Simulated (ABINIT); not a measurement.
## C: relaxation of cell and atoms with LDA

The system is C.

```xyz
2
Lattice="0.0000 1.7834 1.7834 1.7834 0.0000 1.7834 1.7834 1.7834 0.0000" Properties=species:S:1:pos:R:3 pbc="T T T"
C     2.6751    2.6751    2.6751
C     1.7834    1.7834    1.7834
```

This isn't the form of C at room conditions, which is graphite.

```
Program                     : ABINIT 10.8.3 (patched build)
Task                        : relaxation of cell and atoms
Functional                  : LDA
Potentials or basis         : PseudoDojo NC SR LDA v0.4.1 standard
Cutoff                      : 1116 eV
k mesh                      : 10 × 10 × 10
Occupations                 : fermi-dirac, width 0.05 eV
Spin                        : no spin polarisation
Cell freedom (optcell)      : 2
Optimiser (ionmov)          : 2
Cutoff smearing ecutsm (Ha) : 0.5
Force stop (Ha/bohr)        : 2e-05
```

The relaxed volume is 5.53 Å³/atom, the relaxed cell is a = 2.502 Å, b = 2.502 Å, c = 2.502 Å, α = 60.00°, β = 60.00°, γ = 60.00° and the space group after relaxing (to 0.05 Å) is Fd-3m (No. 227). The energy gained by relaxing is 4.8 meV/atom. The ionic steps are 4. The pressure after relaxing is 0.0 GPa. The band gap on the k mesh is 4.24 eV, indirect (least direct gap 5.63 eV).

Step by step:
```csv
step,energy change (eV),largest force (eV/Å),pressure (GPa),volume (Å³)
1,0.0000,0.0000,-10.91,11.34
2,-0.0082,0.0000,4.27,10.97
3,-0.0095,0.0000,-0.11,11.07
4,-0.0095,0.0000,0.00,11.07
```

Final structure:
```
C
1.0
     0.00000    1.76883    1.76883
     1.76883    0.00000    1.76883
     1.76883    1.76883    0.00000
C
2
Direct
  0.75000 0.75000 0.75000
  0.50000 0.50000 0.50000
```

Wall time 32 s on 1 thread of Intel(R) Xeon(R) Processor @ 2.70GHz (shared host), peak memory 0.07 GiB.

The cell as given is a measured one (5.67 Å³/atom); LDA puts the equilibrium volume -2.4 % from it, thermal expansion not counted.
